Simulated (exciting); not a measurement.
The system is BaTe.

```xyz
2
Lattice="4.2625 0.0000 0.0000 0.0000 4.2625 0.0000 0.0000 0.0000 4.2625" Properties=species:S:1:pos:R:3 pbc="T T T"
Ba    0.0000    0.0000    0.0000
Te    2.1312    2.1312    2.1312
```

The cell comes from a database or a generator and needn't be the stable form of this composition.

Base run:

- Program: exciting (release sodium)
- Functional: PBEsol
- Potentials or basis: all-electron LAPW+lo, shipped species files, valence relativity iora*
- rgkmax: 9
- k mesh: 6 × 6 × 6
- Occupations: gaussian, width 0.02 eV
- Spin: no spin polarisation

Its results: band gap on the k mesh 0.81 eV, indirect (least direct gap 0.99 eV).

Problem. The run is repeated on the same cell with these changes: functional from PBEsol to RPBE. What comes out?

Solution. Band gap on the k mesh 0.99 eV, indirect (least direct gap 1.21 eV).

Caveats: the basis of Au and Ba changes in steps between geometries, so energy differences can be off by several meV; spin-orbit coupling is left out, which moves the levels of the heavy elements.

A k mesh can miss the band edges.
